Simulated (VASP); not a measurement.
## Ca: relaxation of cell and atoms with rSCAN

Crystal: Ca.

```xyz
1
Lattice="3.4887 0.0000 0.0000 0.0000 3.4887 0.0000 0.0000 0.0000 3.4887" Properties=species:S:1:pos:R:3 pbc="T T T"
Ca    0.0000    0.0000    0.0000
```

This isn't the form of Ca at room conditions, which is fcc.

```yaml
Program: VASP 6.6.1
Task: relaxation of cell and atoms
Functional: rSCAN
Potentials_or_basis: VASP PAW PBE potentials, release 64 (Ca_sv)
Cutoff: 600 eV
k_mesh: 8 × 8 × 8
Occupations: methfessel-paxton, width 0.1 eV
Spin: no spin polarisation
Further_INCAR_settings: ALGO = Normal; EDIFF = 1e-06; IBRION = 2; EDIFFG = -0.01; NSW = 60; ISIF = 3
```

- Relaxed volume: 44.04 Å³/atom
- Relaxed cell: a = 3.531 Å, b = 3.531 Å, c = 3.531 Å, α = 90.00°, β = 90.00°, γ = 90.00°
- Space group after relaxing (to 0.05 Å): Pm-3m (No. 221)
- Energy gained by relaxing: 0.9 meV/atom
- Ionic steps: 4
- Pressure after relaxing: 0.0 GPa
- Band gap on the k mesh: none (metal or under the smearing width)

Step by step:
```
step  energy change (eV)  largest force (eV/Å)  pressure (GPa)  volume (Å³)
   1              0.0000                0.0000            0.18        42.46
   2             -0.0003                0.0000            0.16        42.75
   3             -0.0009                0.0000            0.05        43.65
   4             -0.0009                0.0000            0.02        44.04
```

Final structure:
```yaml
crystal:
  lattice:
    - [3.53137, 0.00000, 0.00000]
    - [0.00000, 3.53137, 0.00000]
    - [0.00000, 0.00000, 3.53137]
  atoms:
    - { symbol: Ca, position: [0.00000, 0.00000, 0.00000] }
```

Levels at points of the mesh, in eV from the Fermi level:
```tsv
k point	band 1	band 2	band 3	band 4	band 5	band 6	band 7	band 8	band 9
(0.00, 0.00, 0.00)	-44.03	-24.07	-24.07	-24.07	-4.05	1.03	1.03	4.34	4.34
(0.50, 0.00, 0.00)	-44.02	-24.27	-24.05	-24.05	-1.17	-0.65	1.57	3.09	3.09
(0.50, 0.50, 0.00)	-44.00	-24.24	-24.24	-24.03	-0.36	1.12	2.38	2.38	3.40
(0.50, 0.50, 0.50)	-43.98	-24.22	-24.22	-24.22	0.78	0.78	0.78	5.09	5.09
```

Run time: 2.6 min on 1 thread of Intel(R) Xeon(R) Platinum 8375C CPU @ 2.90GHz (Ice Lake), on a shared host, peak memory 0.18 GiB.

Caveat: the PAW data sets were made with another functional, which shifts forces and pressure a little.
